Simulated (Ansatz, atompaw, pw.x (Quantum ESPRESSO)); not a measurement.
**Li (Z = 3): one change to the PAW (atompaw) potential, in the atom and in the diamond crystal**

atompaw 4.2.0.5 input, output lines left out:

```
Li 3
GGA-PBE scalarrelativistic loggrid 1500 logderivrange -2 5 176
2 2 0 0 0 0
2 0 1
2 1 0
0 0 0
c
v
v
2
3.00 2.15 2.75 2.75
y
0.65
n
y
0.45
n
y
0.35
y
2.9
n
custom polynom2 7 10 vanderbiltortho sinc
bessel
3.00
3.00
3.00
3.00
3.00
3.00
```

Change: all radii scaled by about 1.31 (s 3.92, p 3.92, d 3.92 bohr); local potential bessel scheme, radius 3.60 bohr; augmentation sinc compensation charge, radius 2.80 bohr; PAW radius 3.92 bohr; waves and projectors: custom polynom2 7 10 vanderbiltortho; core correction smooth core density matched at 3.60 bohr.

Cutoffs, loose and tight: the cutoffs (Ry, on a coarse ladder) from which the occupation-weighted sum of valence levels, in a spherical-Bessel basis at the reference potential, stays within 10 and 1 mRy of its value at 400 Ry. They see the waves and projectors alone, not the compensation charge or the core.

Crystal test: diamond Li in pw.x 7.5, no spin, 8³ k-points, Fermi–Dirac smearing 0.01 Ry, cutoffs set for each file from its atomic test. The reference is all-electron LAPW (Ansatz 0.2.0) with the same functional, mesh and smearing; V0 and B0 come from Birch–Murnaghan fits to the pressures at five volumes. Errors are pseudo minus all-electron; Δ is the rms difference of the E(V) curves that follow from these fits, minima aligned, over ±6 % about the mean V0. Mesh and smearing are coarse, so the numbers serve the comparison and aren't converged zero-temperature values; the lattice is a test structure that the element need not adopt.

All-electron: a0 = 5.932 Å (V0 = 26.09 Å³/atom), B0 = 5.4 GPa.

Task: Does the change bring the crystal closer to the all-electron result?

Result: The mean pressure error goes from +0.08 to +1.07 GPa, so the change moves the solid further from the all-electron pressures.

```json
{"quantity": "outcome (atom)", "base": "generated", "changed": "generated"}
{"quantity": "cutoff, loose (atom)", "base": "6 Ry", "changed": "6 Ry"}
{"quantity": "cutoff, tight (atom)", "base": "6 Ry", "changed": "6 Ry"}
{"quantity": "bound ghosts (atom)", "base": "none", "changed": "none"}
{"quantity": "cutoffs in pw.x (Ry)", "base": "40/400", "changed": "40/400"}
{"quantity": "a0 (Å)", "base": "5.959", "changed": "–"}
{"quantity": "a0 error (%)", "base": "+0.47", "changed": "–"}
{"quantity": "B0 error (%)", "base": "+5.8", "changed": "–"}
{"quantity": "Δ (meV/atom)", "base": "0.5", "changed": "–"}
{"quantity": "mean pressure error (GPa)", "base": "+0.08", "changed": "+1.07"}
```

A dash: not determined, or the minimum lies outside the volumes sampled.

Base: The largest radius (3.00 bohr) exceeds half the bond length (2.43 bohr), so the spheres overlap, which is one possible source of error among others. This is a poor potential for the solid. Changed file: The largest radius (3.92 bohr) exceeds half the bond length (2.43 bohr), so the spheres overlap, which is one possible source of error among others. This is a poor potential for the solid. The atomic cutoffs weigh occupied waves only.
